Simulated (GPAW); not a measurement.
## Magnetic state of Ru/1 ML V on Ru(0001), fcc site, 2 substrate layers from several starts

Aim: find out whether Ru/1 ML V on Ru(0001), fcc site, 2 substrate layers carries moments, and which collinear order costs least.

Calculated with GPAW 26.7.0; RPBE; plane waves with GPAW's PAW setups, scalar-relativistic.

## (1) The structure

The cell holds 4 atoms: 3 Ru and 1 V. Cell: a = 2.706 Å, b = 2.706 Å, c = 20.528 Å, α = 90.0°, β = 90.0°, γ = 120.0°. pseudomorphic film on the substrate's lattice, hard-sphere layer spacings, unrelaxed, 14 A of vacuum. Vacuum lies along c.

The settings of this session are not all sound (see the inputs), so it shows what such settings give, not the properties of the crystal.

## (2) Order 1, typed as ferro ++++

The parallel start comes first: it fits the smallest cell, keeps the most symmetry and shows whether parallel moments form.

Contents of order1.py:

```python
import json
import numpy as np
from ase import Atoms
from ase.parallel import paropen, parprint
from gpaw import GPAW

atoms = Atoms(['Ru', 'Ru', 'V', 'Ru'],
    cell=[[2.7058, 0.0, 0.0],
         [-1.3529, 2.343292, 0.0],
         [0.0, 0.0, 20.527867]],
    scaled_positions=[[0.0, 0.0, 0.341],
         [0.666667, 0.333333, 0.445295],
         [0.333333, 0.666667, 0.552147],
         [0.0, 0.0, 0.659]],
    pbc=True,
    magmoms=[1.5, 1.5, 1.5, 1.5])
atoms.calc = GPAW(mode={'name': 'pw', 'ecut': 360.0},
    xc='RPBE',
    kpts={'size': (12, 12, 1), 'gamma': True},
    occupations={'name': 'fermi-dirac', 'width': 0.05},
    convergence={'density': 1e-05, 'energy': 1e-05},
    maxiter=200,
    symmetry={'tolerance': 1e-4},
    txt='order1.txt')
e = atoms.get_potential_energy(force_consistent=True)
res = {'free_energy': e, 'energy_sigma0': atoms.get_potential_energy(), 'fermi_energy': atoms.calc.get_fermi_level()}
res['moments'] = atoms.get_magnetic_moments().tolist()
res['total'] = atoms.get_magnetic_moment()
parprint('site moments (muB):', np.round(res['moments'], 3))
parprint(f"total moment: {res['total']:.3f} muB")
parprint(f'free energy: {e:.6f} eV')
atoms.calc.write('order1.gpw')
n = atoms.calc.get_pseudo_density()
up, down = (atoms.calc.get_pseudo_density(spin=i) for i in (0, 1))
np.savez('grids.npz', density=n, spin=up - down)
with paropen('results.json', 'w') as f:
    json.dump(res, f)
```

Launch:

```sh
> OMP_NUM_THREADS=1 mpirun -n 2 gpaw python order1.py > order1.log
```

Numbers of over 12 decimals in the logs are rounded to 6 here.

Output:

```text
site moments (muB): [ 0. -0. -0.  0.]
total moment: 0.000 muB
free energy: -32.191062 eV

--- order1.txt ---
Input parameters:
  mode=PW(ecut=360.0),
  convergence={'density': 1e-05, 'energy': 1e-05},
  kpts=MonkhorstPack(size=(12, 12, 1), gamma=True),
  maxiter=200,
  occupations=Occupations(name='fermi-dirac', width=0.05),
  symmetry=Symmetry(tolerance=0.0001),
  xc=XC(name='RPBE')

Diagonalizing LCAO Hamiltonian
Converting LCAO to pw mode

       Ru

        V

           Ru

       Ru

Atoms  # Å, Bohr magnetons
|   | symbol |         x |        y |         z |    initial magnetic moments |
|---|--------|-----------|----------|-----------|-----------------------------|
| 0 |     Ru |  0.000000 | 0.000000 |  7.000003 | ( 0.0000,  0.0000,  1.5000) |
| 1 |     Ru |  1.352901 | 0.781097 |  9.140957 | ( 0.0000,  0.0000,  1.5000) |
| 2 |      V | -0.000001 | 1.562195 | 11.334400 | ( 0.0000,  0.0000,  1.5000) |
| 3 |     Ru |  0.000000 | 0.000000 | 13.527864 | ( 0.0000,  0.0000,  1.5000) |

Unit cell  # Å
| periodic |         x |        y |         z |   lengths |     angles |
|----------|-----------|----------|-----------|-----------|------------|
|      yes |  2.705800 | 0.000000 |  0.000000 |  2.705800 |  90.000000 |
|      yes | -1.352900 | 2.343292 |  0.000000 |  2.705800 |  90.000000 |
|      yes |  0.000000 | 0.000000 | 20.527867 | 20.527867 | 119.999995 |

Number of symmetries: 6

BZ-sampling:
  Number of BZ points: 144
  Number of IBZ points: 19

  Monkhorst-Pack size: [12, 12, 1]
  Monkhorst-Pack shift: [0.041667, 0.041667, 0.0]

K-points  # in reciprocal-cell coordinates
|     |                                coordinates |     weight |
|-----|--------------------------------------------|------------|
|   0 | ( -0.00000000,  -0.00000000,   0.00000000) | 0.00694444 |
|   1 | (  0.08333333,  -0.00000000,   0.00000000) | 0.04166667 |
|   2 | (  0.16666667,  -0.08333333,   0.00000000) | 0.04166667 |
|   3 | (  0.16666667,  -0.00000000,   0.00000000) | 0.04166667 |
|   4 | (  0.25000000,  -0.08333333,   0.00000000) | 0.08333333 |
|   5 | (  0.25000000,  -0.00000000,   0.00000000) | 0.04166667 |
|   6 | (  0.33333333,  -0.16666667,   0.00000000) | 0.04166667 |
|   7 | (  0.33333333,  -0.08333333,   0.00000000) | 0.08333333 |
|   8 | (  0.33333333,  -0.00000000,   0.00000000) | 0.04166667 |
|   9 | (  0.33333333,   0.33333333,   0.00000000) | 0.01388889 |
| ... |                                            |            |
|  18 | (  0.50000000,   0.50000000,   0.00000000) | 0.02083333 |

Plane wave coefficients: 2044
Cutoff: 360.0 eV

Spin-components: 2 (collinear spins)
Bands:           45
Projectors:      24
Spin-degeneracy: 1
Datatype:        complex128

Parallelization:
  kpt:    2
  domain: 1
  band:   1

Density:
  Valence electrons: 61.0
  Components: 2
  Grid points: [12 12 90]
  Charge: 0.0  # |e|

Potential:
  Grid points: [12 12 90]

species:
  Ru:
    name:    Ruthenium
    Z:       44.0
    valence: 16
    core:    28
    charge:  0.0  # [|e|]
    compensation charges:
      type: gauss
      rc: 0.39  # [Å]
      lmax: 2
    cutoffs:
      filter: 2.16  # [Å]
      core: 1.30  # [Å]
    projectors
    | kind |    occ | energy [eV] | rcut [Å] |
    |------|--------|-------------|----------|
    |   4s |  2.000 |     -76.255 |    1.281 |
    |   5s |  1.000 |      -4.126 |    1.281 |
    |   4p |  6.000 |     -46.371 |    1.286 |
    |   5p |  0.000 |      -0.913 |    1.286 |
    |   4d |  7.000 |      -5.146 |    1.254 |
    |    d |        |      22.066 |    1.254 |

    Using partial waves for Ru as LCAO basis

  V:
    name:    Vanadium
    Z:       23.0
    valence: 13
    core:    10
    charge:  0.0  # [|e|]
    compensation charges:
      type: gauss
      rc: 0.37  # [Å]
      lmax: 2
    cutoffs:
      filter: 2.14  # [Å]
      core: 0.96  # [Å]
    projectors
    | kind |    occ | energy [eV] | rcut [Å] |
    |------|--------|-------------|----------|
    |   3s |  2.000 |     -70.322 |    1.254 |
    |   4s |  2.000 |      -4.648 |    1.254 |
    |   3p |  6.000 |     -44.073 |    1.281 |
    |   4p |  0.000 |      -1.446 |    1.281 |
    |   3d |  3.000 |      -5.111 |    1.169 |
    |    d |        |      22.100 |    1.169 |

    Using partial waves for V as LCAO basis

Reference energy: -395584.575006  # eV

eigensolver:
  PPCG
  Converge bands: occupied
  niter=2

density mixing:
  MSR1-Mixer
  Pratt-step length: 0.05
  Maximum mixing coefficient: 0.75
  Old densities: 10
  SVD Regularization: 0.005
  Good broyden scale: 1.0
  Trust region scale: 1.0
  Backstep threshold: 4.0
  History deletion threshold: 6.0
  Fourier metric: weight=20.0, sigma=0.015

occupation numbers:
  Fermi-Dirac:
    width: 0.0500  # eV

poisson solver:
  ecut: 2880.0  # eV

xc functional:
  name: RPBE with 2 nearest neighbor stencil

convergence criteria:
- Maximum integral of absolute [dens]ity change: 1e-05 electrons / valence electron
- Maximum [total energy] change in last 3 cyles: 1e-05 eV / valence electron
- Maximum integral of absolute [eigenst]ate change: 4e-08 eV^2 / valence electron
maximum number of iterations: 200

SCF iterations
|iter     |      energy | eigst |  dens |  magmom |
|---------|-------------|-------|-------|---------|
|iter:   1|       0s |  -33.034500 | +0.04 |       |  +5.9819|
|iter:   2|       4s |  -33.852259 | -1.46 | -0.93 |  +5.8003|
|iter:   3|       9s |  -35.119449 | -1.58 | -0.89 |  +5.6354|
|iter:   4|      14s |  -31.906263 | -1.78 | -0.82 |  +5.3307|
|iter:   5|      18s |  -31.959892 | -1.74 | -1.08 |  +4.6937|
|iter:   6|      23s |  -31.840536 | -2.16 | -1.14 |  +4.1677|
|iter:   7|      28s |  -32.012749 | -2.19 | -1.30 |  +3.1591|
|iter:   8|      33s |  -32.136487 | -2.27 | -1.47 |  +1.9428|
|iter:   9|      38s |  -32.169010 | -2.88 | -1.66 |  +1.1118|
|iter:  10|      43s |  -32.162395 | -3.04 | -1.84 |  +0.6666|
[... 15 iterations left out ...]
|iter:  26|     119s |  -32.162954 | -6.23 | -3.59 |  +0.0007|
|iter:  27|     124s |  -32.162974c| -7.13 | -3.94 |  +0.0014|
|iter:  28|     128s |  -32.162957c| -7.20 | -3.98 |  +0.0025|
|iter:  29|     133s |  -32.162961c| -7.16 | -4.12 |  +0.0024|
|iter:  30|     138s |  -32.162958c| -7.29 | -4.01 |  +0.0021|
|iter:  31|     140s |  -32.162966c| -7.48c| -4.27 |  +0.0014|
|iter:  32|     144s |  -32.162961c| -8.01c| -4.48 |  +0.0008|
|iter:  33|     149s |  -32.162965c| -7.96c| -4.37 |  +0.0006|
|iter:  34|     151s |  -32.162963c| -7.81c| -4.56 |  +0.0004|
|iter:  35|     153s |  -32.162962c| -7.97c| -5.01c|  +0.0002|

Converged in 35 steps
Energy contributions relative to reference atoms: (reference = -395584.575006)

Energy contributions:
  Kinetic:         -21.228634
  Coulomb:           7.423087
  Zero:             -0.103948
  External:          0.000000
  Xc:              -18.225366
  Entropy:          -0.056201
  Spinorbit:         0.000000
  ----------------------------
  Free energy:     -32.191062
  Extrapolated:    -32.162962

dipole moment: (-8.587989, -16.806114, 0.007419)  # |e|*Ang

Total magnetic moment: (0.000000, 0.000000, 0.000201)

Local magnetic moments
|        x |        y |         z |
|----------|----------|-----------|
| 0.000000 | 0.000000 |  0.000026 |  # Ru   0
| 0.000000 | 0.000000 | -0.000038 |  # Ru   1
| 0.000000 | 0.000000 | -0.000027 |  # V    2
| 0.000000 | 0.000000 |  0.000257 |  # Ru   3

Fermi level: 2.488
Eigenvalues  # (at kpt = [-0.000, -0.000, 0.000])
| band index |      eig [eV] | occ [0-1] |      eig [eV] | occ [0-1] |
|------------|---------------|-----------|---------------|-----------|
|          0 |       -70.463 |     1.000 |       -70.463 |     1.000 |
|        ... |               |           |               |           |
|         23 |         0.478 |     1.000 |         0.478 |     1.000 |
|         24 |         0.478 |     1.000 |         0.478 |     1.000 |
|         25 |         0.840 |     1.000 |         0.840 |     1.000 |
|         26 |         0.923 |     1.000 |         0.924 |     1.000 |
|         27 |         0.923 |     1.000 |         0.924 |     1.000 |
|         28 |         1.606 |     1.000 |         1.606 |     1.000 |
|         29 |         2.008 |     1.000 |         2.008 |     1.000 |
|         30 |         2.008 |     1.000 |         2.008 |     1.000 |
|         31 |         2.647 |     0.040 |         2.648 |     0.040 |
|         32 |         2.647 |     0.040 |         2.648 |     0.040 |
|         33 |         2.849 |     0.001 |         2.849 |     0.001 |
|         34 |         3.380 |     0.000 |         3.380 |     0.000 |
|         35 |         3.380 |     0.000 |         3.380 |     0.000 |
|         36 |         3.546 |     0.000 |         3.546 |     0.000 |
|         37 |         3.546 |     0.000 |         3.546 |     0.000 |
|         38 |         3.576 |     0.000 |         3.576 |     0.000 |
|        ... |               |           |               |           |
|         44 |        10.544 |     0.000 |        10.544 |     0.000 |

No gap
No difference between direct/indirect transitions
```

Elapsed: 2.8 min, on 2 MPI ranks of Arm Neoverse N1, shared host; peak memory 0.44 GiB.

Spin moment in the augmentation sphere by atom:

| atom | spin moment in the augmentation sphere (μB) |
| --- | --- |
| Ru1 | 0.0000 |
| Ru2 | 0.0000 |
| V3 | 0.0000 |
| Ru4 | 0.0003 |

Read from the output:

* final state: non-magnetic

After 35 cycles the seed has died away: no moment is left.

## (3) Run 2 (antiferro q=(0,1/2,0) +-+--++-)

An opposed order shows whether the pairs that it reverses prefer unlike signs.

The cell is doubled to 8 atoms to hold this order. Its mesh is chosen so that both cells sample the same points.

Contents of order2.py:

```python
import json
import numpy as np
from ase import Atoms
from ase.parallel import paropen, parprint
from gpaw import GPAW

atoms = Atoms(['Ru', 'Ru', 'Ru', 'Ru', 'V', 'V', 'Ru', 'Ru'],
    cell=[[2.7058, 0.0, 0.0],
         [-2.7058, 4.686584, 0.0],
         [0.0, 0.0, 20.527867]],
    scaled_positions=[[0.0, 0.0, 0.341],
         [0.0, 0.5, 0.341],
         [0.666667, 0.1666665, 0.445295],
         [0.666667, 0.6666665, 0.445295],
         [0.333333, 0.3333335, 0.552147],
         [0.333333, 0.8333335, 0.552147],
         [0.0, 0.0, 0.659],
         [0.0, 0.5, 0.659]],
    pbc=True,
    magmoms=[1.5, -1.5, 1.5, -1.5, -1.5, 1.5, 1.5, -1.5])
atoms.calc = GPAW(mode={'name': 'pw', 'ecut': 360.0},
    xc='RPBE',
    kpts={'size': (12, 6, 1), 'gamma': True},
    occupations={'name': 'fermi-dirac', 'width': 0.05},
    convergence={'density': 1e-05, 'energy': 1e-05},
    maxiter=200,
    symmetry={'tolerance': 1e-4},
    txt='order2.txt')
e = atoms.get_potential_energy(force_consistent=True)
res = {'free_energy': e, 'energy_sigma0': atoms.get_potential_energy(), 'fermi_energy': atoms.calc.get_fermi_level()}
res['moments'] = atoms.get_magnetic_moments().tolist()
res['total'] = atoms.get_magnetic_moment()
parprint('site moments (muB):', np.round(res['moments'], 3))
parprint(f"total moment: {res['total']:.3f} muB")
parprint(f'free energy: {e:.6f} eV')
atoms.calc.write('order2.gpw')
n = atoms.calc.get_pseudo_density()
up, down = (atoms.calc.get_pseudo_density(spin=i) for i in (0, 1))
np.savez('grids.npz', density=n, spin=up - down)
with paropen('results.json', 'w') as f:
    json.dump(res, f)
```

Launch:

```sh
> OMP_NUM_THREADS=1 mpirun -n 2 gpaw python order2.py > order2.log
```

Output:

```text
Input parameters:
  mode=PW(ecut=360.0),
  convergence={'density': 1e-05, 'energy': 1e-05},
  kpts=MonkhorstPack(size=(12, 6, 1), gamma=True),
  maxiter=200,
  occupations=Occupations(name='fermi-dirac', width=0.05),
  symmetry=Symmetry(tolerance=0.0001),
  xc=XC(name='RPBE')

Diagonalizing LCAO Hamiltonian
Converting LCAO to pw mode

         Ru
          Ru

           V

            Ru
              Ru

         Ru
          Ru

Atoms  # Å, Bohr magnetons
|   | symbol |         x |        y |         z |    initial magnetic moments |
|---|--------|-----------|----------|-----------|-----------------------------|
| 0 |     Ru |  0.000000 | 0.000000 |  7.000003 | ( 0.0000,  0.0000,  1.5000) |
| 1 |     Ru | -1.352900 | 2.343292 |  7.000003 | ( 0.0000,  0.0000, -1.5000) |
| 2 |     Ru |  1.352901 | 0.781097 |  9.140957 | ( 0.0000,  0.0000,  1.5000) |
| 3 |     Ru |  0.000001 | 3.124389 |  9.140957 | ( 0.0000,  0.0000, -1.5000) |
| 4 |      V | -0.000001 | 1.562195 | 11.334400 | ( 0.0000,  0.0000, -1.5000) |
| 5 |      V | -1.352901 | 3.905487 | 11.334400 | ( 0.0000,  0.0000,  1.5000) |
| 6 |     Ru |  0.000000 | 0.000000 | 13.527864 | ( 0.0000,  0.0000,  1.5000) |
| 7 |     Ru | -1.352900 | 2.343292 | 13.527864 | ( 0.0000,  0.0000, -1.5000) |

Number of symmetries: 1

BZ-sampling:
  Number of BZ points: 72
  Number of IBZ points: 38

  Monkhorst-Pack size: [12, 6, 1]
  Monkhorst-Pack shift: [0.041667, 0.083333, 0.0]

Plane wave coefficients: 4088
Cutoff: 360.0 eV

Spin-components: 2 (collinear spins)
Bands:           78
Projectors:      48
Spin-degeneracy: 1
Datatype:        complex128

Parallelization:
  kpt:    2
  domain: 1
  band:   1

Density:
  Valence electrons: 122.0
  Components: 2
  Grid points: [12 24 90]
  Charge: 0.0  # |e|

Potential:
  Grid points: [12 24 90]

[... setups left out ...]
Reference energy: -791169.150012  # eV

convergence criteria:
- Maximum integral of absolute [dens]ity change: 1e-05 electrons / valence electron
- Maximum [total energy] change in last 3 cyles: 1e-05 eV / valence electron
- Maximum integral of absolute [eigenst]ate change: 4e-08 eV^2 / valence electron
maximum number of iterations: 200

SCF iterations
|iter     |      energy | eigst |  dens |  magmom |
|---------|-------------|-------|-------|---------|
|iter:   1|       0s |  -66.837143 | +0.33 |       |  +0.0000|
|iter:   2|      39s |  -68.881518 | -0.93 | -1.02 |  +0.0000|
|iter:   3|      76s |  -68.786359 | -1.08 | -0.91 |  -0.0000|
|iter:   4|     114s |  -64.329450 | -1.38 | -0.96 |  -0.0000|
|iter:   5|     152s |  -63.979231 | -1.19 | -1.18 |  -0.0000|
|iter:   6|     190s |  -63.963931 | -1.67 | -1.30 |  -0.0000|
[...]
|iter:  14|     495s |  -64.326730 | -3.45 | -2.39 |  -0.0000|
|iter:  15|     534s |  -64.328602 | -3.63 | -2.57 |  +0.0000|
|iter:  16|     573s |  -64.326507 | -3.82 | -2.48 |  -0.0000|
|iter:  17|     612s |  -64.326374 | -4.12 | -2.71 |  +0.0000|
```

Wall time 11 min (2 MPI ranks); peak memory 0.89 GiB.

The run was cut off at its time limit.

It was cut off while still iterating. More time helps where the residual falls; where it has stalled, the mixing must change.

## (4) Run 3 (antiferro q=(0,1/2,0) +-+-+-+-)

Reversing part of the moments tests the sign of the couplings between them.

This order needs a doubled cell of 8 atoms. Its mesh is chosen so that both cells sample the same points.

order3.py is the script of step 3 with these lines changed:

```diff
@@ -19,3 +19,3 @@
     pbc=True,
-    magmoms=[1.5, -1.5, 1.5, -1.5, -1.5, 1.5, 1.5, -1.5])
+    magmoms=[1.5, -1.5, 1.5, -1.5, 1.5, -1.5, 1.5, -1.5])
 atoms.calc = GPAW(mode={'name': 'pw', 'ecut': 360.0},
@@ -27,3 +27,3 @@
     symmetry={'tolerance': 1e-4},
-    txt='order2.txt')
+    txt='order3.txt')
 e = atoms.get_potential_energy(force_consistent=True)
@@ -35,6 +35,3 @@
 parprint(f'free energy: {e:.6f} eV')
-atoms.calc.write('order2.gpw')
-n = atoms.calc.get_pseudo_density()
-up, down = (atoms.calc.get_pseudo_density(spin=i) for i in (0, 1))
-np.savez('grids.npz', density=n, spin=up - down)
+atoms.calc.write('order3.gpw')
 with paropen('results.json', 'w') as f:
```

Launch:

```sh
> OMP_NUM_THREADS=1 mpirun -n 2 gpaw python order3.py > order3.log
```

Output:

```text
Input parameters:
  mode=PW(ecut=360.0),
  convergence={'density': 1e-05, 'energy': 1e-05},
  kpts=MonkhorstPack(size=(12, 6, 1), gamma=True),
  maxiter=200,
  occupations=Occupations(name='fermi-dirac', width=0.05),
  symmetry=Symmetry(tolerance=0.0001),
  xc=XC(name='RPBE')

Diagonalizing LCAO Hamiltonian
Converting LCAO to pw mode

         Ru
          Ru

           V

            Ru
              Ru

         Ru
          Ru

Atoms  # Å, Bohr magnetons
|   | symbol |         x |        y |         z |    initial magnetic moments |
[...]
|iter:   2|      38s |  -68.464308 | -0.95 | -1.02 |  -0.0000|
|iter:   3|      76s |  -69.177948 | -1.08 | -0.94 |  -0.0000|
|iter:   4|     114s |  -64.411013 | -1.36 | -0.95 |  +0.0000|
|iter:   5|     152s |  -64.416949 | -1.13 | -1.17 |  -0.0000|
|iter:   6|     190s |  -63.890542 | -1.67 | -1.22 |  -0.0000|
[...]
|iter:  16|     568s |  -64.327627 | -3.56 | -2.55 |  +0.0000|
|iter:  17|     606s |  -64.328866 | -4.01 | -2.62 |  -0.0000|
|iter:  18|     644s |  -64.326556 | -4.20 | -2.62 |  +0.0000|
|iter:  19|     681s |  -64.326080 | -4.58 | -2.83 |  -0.0000|
|iter:  20|     718s |  -64.327104c| -4.43 | -3.10 |  -0.0000|
```

Run time: 14 min. Hardware: 2 MPI ranks; peak memory 0.89 GiB.

The run was cut off at its time limit.

It was cut off while still iterating. More time helps where the residual falls; where it has stalled, the mixing must change.

## (5) Order 4, typed as antiferro q=(0,1/2,0) +--++--+

An opposed order shows whether the pairs that it reverses prefer unlike signs.

The cell is doubled to 8 atoms to hold this order. Its mesh is chosen so that both cells sample the same points.

order4.py is the script of step 4 with these lines changed:

```diff
@@ -19,3 +19,3 @@
     pbc=True,
-    magmoms=[1.5, -1.5, 1.5, -1.5, 1.5, -1.5, 1.5, -1.5])
+    magmoms=[1.5, -1.5, -1.5, 1.5, 1.5, -1.5, -1.5, 1.5])
 atoms.calc = GPAW(mode={'name': 'pw', 'ecut': 360.0},
@@ -27,3 +27,3 @@
     symmetry={'tolerance': 1e-4},
-    txt='order3.txt')
+    txt='order4.txt')
 e = atoms.get_potential_energy(force_consistent=True)
@@ -35,3 +35,3 @@
 parprint(f'free energy: {e:.6f} eV')
-atoms.calc.write('order3.gpw')
+atoms.calc.write('order4.gpw')
 with paropen('results.json', 'w') as f:
```

Launch:

```sh
> OMP_NUM_THREADS=1 mpirun -n 2 gpaw python order4.py > order4.log
```

Output:

```text
Input parameters:
  mode=PW(ecut=360.0),
  convergence={'density': 1e-05, 'energy': 1e-05},
  kpts=MonkhorstPack(size=(12, 6, 1), gamma=True),
  maxiter=200,
  occupations=Occupations(name='fermi-dirac', width=0.05),
  symmetry=Symmetry(tolerance=0.0001),
  xc=XC(name='RPBE')

Diagonalizing LCAO Hamiltonian
Converting LCAO to pw mode

         Ru
          Ru

           V

            Ru
              Ru

         Ru
          Ru

Atoms  # Å, Bohr magnetons
|   | symbol |         x |        y |         z |    initial magnetic moments |
[...]
|iter:  17|     588s |  -64.326858 | -4.00 | -2.69 |  +0.0000|
|iter:  18|     624s |  -64.326628c| -4.05 | -2.83 |  -0.0000|
|iter:  19|     661s |  -64.327108c| -4.09 | -2.85 |  +0.0000|
|iter:  20|     697s |  -64.325979c| -4.32 | -2.83 |  +0.0000|
|iter:  21|     734s |  -64.326046c| -4.94 | -3.22 |  +0.0000|
|iter:  22|     771s |  -64.326650c| -4.85 | -3.29 |  +0.0000|
|iter:  23|     807s |  -64.326148c| -4.84 | -2.96 |  +0.0000|
|iter:  24|     845s |  -64.373053 | -3.33 | -3.18 |  +0.0000|
|iter:  25|     881s |  -64.325885 | -3.49 | -2.13 |  +0.0000|
|iter:  26|     918s |  -64.326060 | -4.75 | -3.76 |  +0.0000|
|iter:  27|     955s |  -64.325947c| -5.72 | -3.51 |  +0.0000|
```

It took 17 min on 2 MPI ranks; peak memory 0.89 GiB.

The run was cut off at its time limit.

It was cut off while still iterating. More time helps where the residual falls; where it has stalled, the mixing must change.

[end of part 1 of 2]

[Logs and program files are shortened in this print: banners, set-up blocks, solver, clock and traceback lines can be left out without a mark of their own.]

[Logs are printed without paths, hosts, clocks, repeated set-up lines and the standing remarks that a program may print on its own settings, such as how far it seeks lower states.]

[Hosts, paths, dates, database ids (printed as entryN), source tags and the programs' standing remarks are cut or masked in the printed files.]

[Where a cell is said to come from a database of computed structures, the database is the Materials Project.]
